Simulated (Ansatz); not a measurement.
Crystal: CuO (Tenorite).

```xyz
4
Lattice="2.3447 -1.7134 0.0000 2.3447 1.7134 0.0000 -0.8606 0.0000 5.0594" Properties=species:S:1:pos:R:3 pbc="T T T"
Cu    0.7420   -0.8457    2.5297
Cu    1.1723    0.8457    0.0000
O     1.6421    0.2841    3.8133
O     2.0724   -0.2841    1.2836
```

Base run:

* Program: Ansatz 0.2.0
* Functional: PBEsol
* Potentials or basis: all-electron LAPW, scalar-relativistic
* Cutoff: 426 eV
* Density cutoff: 1705 eV
* Basis error allowed: 0.002 eV/atom
* k mesh: 10 × 10 × 5
* Occupations: fermi-dirac, width 0.05 eV
* Spin: no spin polarisation
* Hubbard terms: Cu d U = 4 eV

Its results: band gap on the k mesh none (metal or under the smearing width); pressure -0.8 GPa; largest force 0.779 eV/Å.

**Question.** After a change of settings the same cell gave: band gap on the k mesh none (metal or under the smearing width); pressure -1.9 GPa; largest force 0.757 eV/Å. Which change was it?
A. hubbard terms from Cu d U = 4 eV to Cu d U = 6 eV
B. potentials or basis from all-electron LAPW, scalar-relativistic to all-electron PAW datasets made for the crystal; hubbard terms from Cu d U = 4 eV to none
C. basis error allowed from 0.002 eV/atom to 0.001 eV/atom; hubbard terms from Cu d U = 4 eV to none
D. hubbard terms from Cu d U = 4 eV to Cu d U = 2 eV

**Answer.** D.

Caveats: U is the effective U less J, on atomic orbitals that reach past the spheres; the run has no spin polarisation, though such a crystal can be magnetic; U without spin polarisation on a metal has little footing.

Not every run made on this cell is shown here.
